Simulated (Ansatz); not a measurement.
Crystal: Te2Mo.

```xyz
12
Lattice="6.3300 0.0000 0.0000 0.0000 3.4690 0.0000 -0.9468 0.0000 13.8276" Properties=species:S:1:pos:R:3 pbc="T T T"
Te    5.4013    2.6018    8.3588
Te   -0.0181    0.8672    5.4688
Te    4.9099    0.8672   11.7728
Te    0.4733    2.6018    2.0548
Te    1.7550    2.6018   12.3826
Te    3.6282    0.8672    1.4450
Te    2.1916    0.8672    8.9658
Te    3.1917    2.6018    4.8618
Mo    4.2299    2.6018   13.7253
Mo    1.1533    0.8672    0.1023
Mo    3.8493    0.8672    6.8225
Mo    1.5339    2.6018    7.0051
```

Base run:

```yaml
Program: Ansatz 0.2.0
Functional: m-r2SCAN
Potentials_or_basis: Ansatz PAW
Cutoff: "500 eV (not typed: the program's choice for these potentials)"
k_mesh: 4 × 8 × 2
Occupations: fermi-dirac, width 0.05 eV
Spin: no spin polarisation
```

Its results: band gap on the k mesh none (metal or under the smearing width); pressure 2.0 GPa; largest force 0.303 eV/Å.

Q: The run is repeated on the same cell with these changes: functional from m-r2SCAN to PBE; cutoff from 500 eV (not typed: the program's choice for these potentials) to 420 eV (not typed: the program's choice for these potentials); k mesh from 4 × 8 × 2 to 2 × 4 × 1. What comes out?

A: Band gap on the k mesh none (metal or under the smearing width); pressure 2.5 GPa; largest force 0.295 eV/Å.

Several settings changed at once, so the effect can't be laid on one alone.

Caveats: some runs use coarse meshes; spin-orbit coupling is left out, which moves the levels of the heavy elements (some runs); the PAW data sets come from PBE, with cores solved anew for the run's functional, which leaves a small shift of forces and pressure (some runs).
